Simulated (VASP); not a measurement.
# ZnS (Wurtzite-2H) (P6_3mc) in VASP: a series of runs

The runs below take ZnS (Wurtzite-2H) through single point, with PBE, LDA, PBEsol, RPBE.

Everything below comes from runs of VASP 6.6.1. Logs are shortened: lines on timing, memory, paths and dates and some standing lists are left out, and cuts for length are marked.

**Measured values to compare with.**

A printed reference work, monograph reports, for a bulk crystal of ZnS at 4 K: band gap 3.911 eV (direct).

The runs below are set against these values where they give the same quantity.

## (1) The cell of the first run

Symmetry: P6_3mc, No. 186, hexagonal system. The conventional cell has a = 3.811 Å, b = 3.811 Å, c = 6.234 Å, α = 90.00°, β = 90.00°, γ = 120.00°. Zn (site symmetry 3m) has 4 S at 2.31 to 2.40 Å within 3.1 Å. Within 3.1 Å of S (site symmetry 3m) lie 4 Zn at 2.31 to 2.40 Å.

## (2) Single point, PBE

Contents of INCAR:

```
  PREC = Accurate
  ENCUT = 520
  EDIFF = 1E-7
  ISMEAR = -1
  SIGMA = 0.05
  LREAL = False
  LASPH = True
  NELM = 100
  ALGO = Normal
  ISIF = 2
  LWAVE = False
  LCHARG = False
  GGA = PE
  NBANDS = 26
```

Contents of KPOINTS:

```
regular mesh
0
Gamma
  5 5 3
```

Contents of POSCAR:

```
ZnS
1.0
    3.8110000000      0.0000000000      0.0000000000
   -1.9055000000      3.3004228138      0.0000000000
    0.0000000000      0.0000000000      6.2340000000
Zn S
2 2
Direct
    0.6666666667      0.3333333333      0.5000000000
    0.3333333333      0.6666666667      0.0000000000
    0.6666666667      0.3333333333      0.8850000000
    0.3333333333      0.6666666667      0.3850000000
```

Potentials or basis: VASP PAW PBE potentials, release 64 (Zn, S).

The run is started by

```sh
cat potpaw_PBE.64/Zn/POTCAR potpaw_PBE.64/S/POTCAR > POTCAR
mpirun -np 1 vasp_std > vasp.out
```

OUTCAR:

```text
PREC = Accurate
   ENCUT = 520
   EDIFF = 1E-7
   ISMEAR = -1
   LREAL = False
   LASPH = True
   NELM = 100
   ISIF = 2
   GGA = PE

 ion  position               nearest neighbor table
   1  0.667  0.333  0.500-   4 2.31   4 2.31   4 2.31   3 2.40
   2  0.333  0.667  0.000-   3 2.31   3 2.31   3 2.31   4 2.40
   3  0.667  0.333  0.885-   2 2.31   2 2.31   2 2.31   1 2.40
   4  0.333  0.667  0.385-   1 2.31   1 2.31   1 2.31   2 2.40

  LATTYP: Found a hexagonal cell.
 ALAT       =     3.8110000000
 C/A-ratio  =     1.6357911309

  Lattice vectors:

 A1 = (   3.8110000000,   0.0000000000,   0.0000000000)
 A2 = (  -1.9055000000,   3.3004228138,   0.0000000000)
 A3 = (   0.0000000000,   0.0000000000,   6.2340000000)

Analysis of symmetry for initial positions (statically):
=====================================================================
 Subroutine PRICEL returns:
 Original cell was already a primitive cell.

 Routine SETGRP: Setting up the symmetry group for a
 hexagonal supercell.

 Subroutine GETGRP returns: Found 12 space group operations
 (whereof  6 operations were pure point group operations)
 out of a pool of 24 trial point group operations.

The static configuration has the point symmetry C_3v.
 The point group associated with its full space group is C_6v.

Analysis of symmetry for dynamics (positions and initial velocities):
=====================================================================
 Subroutine PRICEL returns:
 Original cell was already a primitive cell.

 Routine SETGRP: Setting up the symmetry group for a
 hexagonal supercell.

 Subroutine GETGRP returns: Found 12 space group operations
 (whereof  6 operations were pure point group operations)
 out of a pool of 24 trial point group operations.

The dynamic configuration has the point symmetry C_3v.
 The point group associated with its full space group is C_6v.

 Subroutine INISYM returns: Found 12 space group operations
 (whereof  6 operations are pure point group operations),
 and found     1 'primitive' translations

----------------------------------------------------------------------------------------

                                     Primitive cell

  volume of cell :      78.4107

  direct lattice vectors                    reciprocal lattice vectors
     3.811000000  0.000000000  0.000000000     0.262398321  0.151495741  0.000000000
    -1.905500000  3.300422814  0.000000000     0.000000000  0.302991482  0.000000000
     0.000000000  0.000000000  6.234000000     0.000000000  0.000000000  0.160410651

  length of vectors
     3.811000000  3.811000000  6.234000000     0.302991482  0.302991482  0.160410651

  position of ions in fractional coordinates (direct lattice)
     0.666666667  0.333333333  0.500000000
     0.333333333  0.666666667  0.000000000
     0.666666667  0.333333333  0.885000000
     0.333333333  0.666666667  0.385000000

  ion indices of the primitive-cell ions
   primitive index   ion index
                 1           1
                 2           2
                 3           3
                 4           4

----------------------------------------------------------------------------------------

 KPOINTS: regular mesh

Automatic generation of k-mesh.
 Grid dimensions read from file:
 generate k-points for:    5    5    3

 Generating k-lattice:

  Cartesian coordinates                     Fractional coordinates (reciprocal lattice)
     0.052479664  0.030299148  0.000000000     0.200000000  0.000000000  0.000000000
     0.000000000  0.060598296  0.000000000     0.000000000  0.200000000  0.000000000
     0.000000000  0.000000000  0.053470217     0.000000000  0.000000000  0.333333333

  Length of vectors
     0.060598296  0.060598296  0.053470217

  Shift w.r.t. Gamma in fractional coordinates (k-lattice)
     0.000000000  0.000000000  0.000000000

 Subroutine IBZKPT returns following result:
 ===========================================

 Found     10 irreducible k-points:

 Following reciprocal coordinates:
            Coordinates               Weight
  0.000000  0.000000  0.000000      1.000000
  0.200000  0.000000  0.000000      6.000000
  0.400000  0.000000  0.000000      6.000000
  0.200000  0.200000  0.000000      6.000000
  0.400000  0.200000  0.000000      6.000000
  0.000000  0.000000  0.333333      2.000000
  0.200000  0.000000  0.333333     12.000000
  0.400000  0.000000  0.333333     12.000000
  0.200000  0.200000  0.333333     12.000000
  0.400000  0.200000  0.333333     12.000000
   k-points           NKPTS =     10   k-points in BZ     NKDIM =     10   number of bands    NBANDS=     26
   number of dos      NEDOS =    301   number of ions     NIONS =      4
   total plane-waves  NPLWV =  37632
   dimension x,y,z NGX =    28 NGY =   28 NGZ =   48
   dimension x,y,z NGXF=    56 NGYF=   56 NGZF=   96
   ions per type =               2   2
   NGX,Y,Z   is equivalent  to a cutoff of  12.21, 12.21, 12.80 a.u.
   NGXF,Y,Z  is equivalent  to a cutoff of  24.43, 24.43, 25.60 a.u.
 SYSTEM =  unknown system
   PREC   = accura    normal or accurate (medium, high low for compatibility)
   ISTART =      0    job   : 0-new  1-cont  2-samecut
   ICHARG =      2    charge: 1-file 2-atom 10-const
   ISPIN  =      1    spin polarized calculation?
   LNONCOLLINEAR =      F non collinear calculations
   LSORBIT =      F    spin-orbit coupling
   LASPH  =      T    aspherical Exc in radial PAW
   ENCUT  =  520.0 eV  38.22 Ry    6.18 a.u.   7.09  7.09 11.59*2*pi/ulx,y,z
   NELM   =    100;   NELMIN=  2; NELMDL= -5     # of ELM steps
   EDIFF  = 0.1E-06   stopping-criterion for ELM
   LREAL  =      F    real-space projection
   EDIFFG = 0.1E-05   stopping-criterion for IOM
   NSW    =      0    number of steps for IOM
   IBRION =     -1    ionic relax: 0-MD 1-quasi-New 2-CG
   NFREE  =      0    steps in history (QN), initial steepest desc. (CG)
   ISIF   =      2    stress and relaxation
   ISYM   =      2    0-nonsym 1-usesym 2-fastsym
   POTIM  = 0.5000    time-step for ionic-motion
   TEBEG  =    0.0;   TEEND  =   0.0 temperature during run
   PSTRESS=    0.0 pullay stress
   NELECT =      36.0000    total number of electrons
   NUPDOWN=      -1.0000    fix difference up-down
   EMIN   =  10.00;   EMAX   =-10.00  energy-range for DOS
   EFERMI =   0.00;   METHOD = LEGACY
   ISMEAR =    -1;   SIGMA  =   0.05  broadening in eV -4-tet -1-fermi 0-gaus
   EFERMI_NEDOS =   21; number of points for ismear=-14 and -15
   IALGO  =     38    algorithm
   IMIX   =      4    mixing-type and parameters
     AMIX     =   0.40;   BMIX     =  1.00
     AMIX_MAG =   1.60;   BMIX_MAG =  1.00
  volume/ion in A,a.u.               =      19.60       132.29
  Fermi-wavevector in a.u.,A,eV,Ry     =   1.262943  2.386617 21.701647  1.595026
  Thomas-Fermi vector in A             =   2.396326
   LORBIT       =      0    0 simple, 1 ext, 2 COOP (PROOUT), +10 PAW based schemes
   GGA     = PE    functional components
   LHFCALC =     F    Hartree Fock is set to
   AEXX    =    0.0000 exact exchange contribution
   IVDW    =     0    specifies the selected vdW correction
   LEPSILON=     F    determine dielectric tensor
   LRPA    =     F    only Hartree local field effects (RPA)
 non-spin polarized calculation
  energy-cutoff  :      520.00
  volume of cell :       78.41
 maximum number of plane-waves:      2121
   NGX = 15   NGY = 15   NGZ = 23

 number of electron      35.9999977 magnetization

 Free energy of the ion-electron system (eV)
  ---------------------------------------------------
  ext. energy  EPLUGINS =         0.00000000
  ---------------------------------------------------
  free energy    TOTEN  =       -13.64001310 eV

  energy without entropy =      -13.64001310  energy(sigma->0) =      -13.64001310

 E-fermi :   3.2426     XC(G=0):  -9.6492

 val. band max:        2.1671243068   @ k =   0.0000   0.0000   0.0000
 cond. band min:       4.4188784536   @ k =   0.0000   0.0000   0.0000
 fundamental gap:      2.2517541468
 Fermi energy:         3.2425571241

 k-point     1 :       0.0000    0.0000    0.0000
  band No.  band energies     occupation
      1     -11.0261      2.00000
      2     -10.1026      2.00000
      3      -4.2054      2.00000
      4      -4.2054      2.00000
      5      -4.1411      2.00000
      6      -4.1411      2.00000
[... 18 lines left out ...]
     25       9.7875      0.00000
     26      11.4768      0.00000

 k-point     2 :       0.2000    0.0000    0.0000
  band No.  band energies     occupation
      1     -10.7650      2.00000
      2      -9.9597      2.00000
      3      -4.2182      2.00000
      4      -4.1477      2.00000
      5      -4.1225      2.00000
      6      -4.0655      2.00000
[... 18 lines left out ...]
     25      10.2690      0.00000
     26      10.9472      0.00000

 k-point     3 :       0.4000    0.0000    0.0000
  band No.  band energies     occupation
      1     -10.2209      2.00000
      2      -9.7729      2.00000
      3      -4.1794      2.00000
      4      -4.0745      2.00000
      5      -4.0235      2.00000
      6      -3.9264      2.00000
[... 18 lines left out ...]
     25      11.0944      0.00000
     26      12.7947      0.00000

 k-point     4 :       0.2000    0.2000    0.0000
  band No.  band energies     occupation
      1     -10.3502      2.00000
      2      -9.7957      2.00000
      3      -4.1277      2.00000
      4      -4.1262      2.00000
      5      -4.0157      2.00000
      6      -4.0111      2.00000
[... 18 lines left out ...]
     25      10.9280      0.00000
     26      11.2239      0.00000

 k-point     5 :       0.4000    0.2000    0.0000
  band No.  band energies     occupation
      1      -9.9804      2.00000
      2      -9.7752      2.00000
      3      -4.1351      2.00000
      4      -4.0311      2.00000
      5      -3.9041      2.00000
      6      -3.8648      2.00000
[... 18 lines left out ...]
     25      11.5620      0.00000
     26      12.3318      0.00000

 k-point     6 :       0.0000    0.0000    0.3333
  band No.  band energies     occupation
      1     -10.8226      2.00000
      2     -10.3647      2.00000
      3      -4.1944      2.00000
      4      -4.1944      2.00000
      5      -4.1624      2.00000
      6      -4.1624      2.00000
[... 18 lines left out ...]
     25       9.2623      0.00000
     26      10.0531      0.00000

 k-point     7 :       0.2000    0.0000    0.3333
  band No.  band energies     occupation
      1     -10.5822      2.00000
      2     -10.1812      2.00000
      3      -4.2183      2.00000
      4      -4.1621      2.00000
      5      -4.1306      2.00000
      6      -4.0883      2.00000
[... 18 lines left out ...]
     25      10.2276      0.00000
     26      10.3516      0.00000

 k-point     8 :       0.4000    0.0000    0.3333
  band No.  band energies     occupation
      1     -10.1069      2.00000
      2      -9.8819      2.00000
      3      -4.1927      2.00000
      4      -4.1199      2.00000
      5      -4.0388      2.00000
      6      -3.9640      2.00000
[... 18 lines left out ...]
     25      11.5412      0.00000
     26      12.1035      0.00000

 k-point     9 :       0.2000    0.2000    0.3333
  band No.  band energies     occupation
      1     -10.2147      2.00000
      2      -9.9368      2.00000
      3      -4.1418      2.00000
      4      -4.1187      2.00000
      5      -4.0382      2.00000
      6      -4.0255      2.00000
[... 18 lines left out ...]
     25      10.2314      0.00000
     26      11.4669      0.00000

 k-point    10 :       0.4000    0.2000    0.3333
  band No.  band energies     occupation
      1      -9.9194      2.00000
      2      -9.8160      2.00000
      3      -4.1076      2.00000
      4      -4.0270      2.00000
      5      -4.0149      2.00000
      6      -3.9303      2.00000
[... 18 lines left out ...]
     25      11.5812      0.00000
     26      12.0652      0.00000

------------------------ aborting loop because EDIFF is reached ----------------------------------------

  FORCE on cell =-STRESS in cart. coord.  units (eV):
  Direction    XX          YY          ZZ          XY          YZ          ZX
  --------------------------------------------------------------------------------------
  -------------------------------------------------------------------------------------
  Total        1.5967860      1.5967860      0.5401122      0.0000000      0.0000000      0.0000000
  in kB       32.6273624     32.6273624     11.0361918      0.0000000      0.0000000      0.0000000
  external PRESSURE =      25.4303056 kB  Pullay stress =       0.0000000 kB

 VOLUME and BASIS-vectors are now :
 -----------------------------------------------------------------------------
  energy-cutoff  :      520.00
  volume of cell :       78.41
      direct lattice vectors                 reciprocal lattice vectors
     3.811000000  0.000000000  0.000000000     0.262398321  0.151495741  0.000000000
    -1.905500000  3.300422814  0.000000000     0.000000000  0.302991482  0.000000000
     0.000000000  0.000000000  6.234000000     0.000000000  0.000000000  0.160410651

 POSITION                                       TOTAL-FORCE (eV/Angst)
 -----------------------------------------------------------------------------------
      1.90550      1.10014      3.11700         0.000000      0.000000      0.326669
     -0.00000      2.20028      0.00000        -0.000000     -0.000000      0.326669
      1.90550      1.10014      5.51709         0.000000      0.000000     -0.326669
     -0.00000      2.20028      2.40009        -0.000000      0.000000     -0.326669
 -----------------------------------------------------------------------------------
    total drift:                               -0.000000     -0.000000      0.000441

  FREE ENERGIE OF THE ION-ELECTRON SYSTEM (eV)
  ---------------------------------------------------
  free  energy   TOTEN  =       -13.6400131040 eV

  energy  without entropy=      -13.6400131040  energy(sigma->0) =      -13.64001310
```

Wall time 36 s (1 thread of Intel Xeon 8259CL, shared host); peak memory 0.19 GiB.

What came out:

- Free energy: -13.6400 eV
- Pressure: 2.5 GPa
- Largest force: 0.327 eV/Å
- Band gap on the k mesh: 2.25 eV, direct

Forces in eV/Å, atoms in the order of the input:
```
Zn   0.000  0.000  0.327
Zn   0.000  0.000  0.327
S    0.000  0.000 -0.327
S    0.000  0.000 -0.327
```

Stress tensor (GPa, compression positive):
```
3.26 0.00 0.00
0.00 3.26 0.00
0.00 0.00 1.10
```

Levels at points of the mesh, in eV from the valence-band top:
```csv
k point,band 15,band 16,band 17,band 18,band 19,band 20,band 21,band 22
"(0.00, 0.00, 0.00)",-0.86,-0.01,-0.01,0.00,2.25,3.00,6.30,6.30
```

## (3) Single point, LDA

Contents of INCAR:

```
ALGO = Normal ; EDIFF = 1E-6
ENCUT = 520 ; GGA = CA
ISIF = 2 ; ISMEAR = -1
LASPH = T ; LCHARG = F
LREAL = F ; LWAVE = F
NBANDS = 26 ; NELM = 100
PREC = Accurate ; SIGMA = 0.05
```

Contents of KPOINTS:

```
k-points
0
Gamma
  5 5 3
```

POSCAR is that of step 2.

Potentials or basis: VASP PAW LDA potentials, release 64 (Zn, S).

The run is started by

```sh
cat potpaw_LDA.64/Zn/POTCAR potpaw_LDA.64/S/POTCAR > POTCAR
mpirun -np 1 vasp_std > vasp.out
```

It took 24 s on 1 thread of Intel Xeon 8259CL, shared host; peak memory 0.16 GiB.

The run converged. Its results:

| Item | Value |
| --- | --- |
| Free energy | -16.3192 eV |
| Pressure | -3.6 GPa |
| Largest force | 0.302 eV/Å |
| Band gap on the k mesh | 2.02 eV, direct |

Forces on the atoms (eV/Å):
```
Zn   0.000  0.000  0.302
Zn   0.000  0.000  0.302
S    0.000  0.000 -0.302
S    0.000  0.000 -0.302
```

Stress tensor (GPa, compression positive):
```
-3.08  0.00  0.00
 0.00 -3.08  0.00
 0.00  0.00 -4.73
```

Levels at points of the mesh, in eV from the valence-band top:
| k point | band 15 | band 16 | band 17 | band 18 | band 19 | band 20 | band 21 | band 22 |
| --- | --- | --- | --- | --- | --- | --- | --- | --- |
| (0.00, 0.00, 0.00) | -0.88 | -0.02 | -0.02 | 0.00 | 2.02 | 2.79 | 6.14 | 6.14 |

## (4) Single point, PBEsol

Contents of INCAR:

```
  PREC = Accurate
  ENCUT = 520
  EDIFF = 1E-7
  ISMEAR = -1
  SIGMA = 0.05
  LREAL = False
  LASPH = True
  NELM = 60
  ALGO = Normal
  ISIF = 2
  LWAVE = False
  LCHARG = False
  GGA = PS
  NBANDS = 26
```

Contents of KPOINTS:

```
Automatic mesh
0
Gamma
  5 5 3
```

POSCAR is that of step 3.

Potentials or basis: VASP PAW PBE potentials, release 64 (Zn, S).

The run is started by

```sh
cat potpaw_PBE.64/Zn/POTCAR potpaw_PBE.64/S/POTCAR > POTCAR
mpirun -np 1 vasp_std > vasp.out
```

Run time: 34 s. Hardware: 1 thread of Intel Xeon 8259CL, shared host; peak memory 0.19 GiB.

The run converged. Its results:

```yaml
Free_energy: -15.1264 eV
Pressure: -1.0 GPa
Largest_force: 0.313 eV/Å
Band_gap_on_the_k_mesh: 2.11 eV, direct
```

Forces on the atoms (eV/Å):
```
Zn   0.000  0.000  0.313
Zn   0.000  0.000  0.313
S    0.000  0.000 -0.313
S    0.000  0.000 -0.313
```

Stress tensor (GPa, compression positive):
```
-0.40  0.00  0.00
 0.00 -0.40  0.00
 0.00  0.00 -2.35
```

Levels at points of the mesh, in eV from the valence-band top:
```
           k point  band 16  band 17  band 18  band 19  band 20  band 21
(0.00, 0.00, 0.00)    -0.01    -0.01     0.00     2.11     2.88     6.20
```

Caveat: the PAW data sets were made with another functional, which shifts forces and pressure a little.

[end of part 1 of 2]
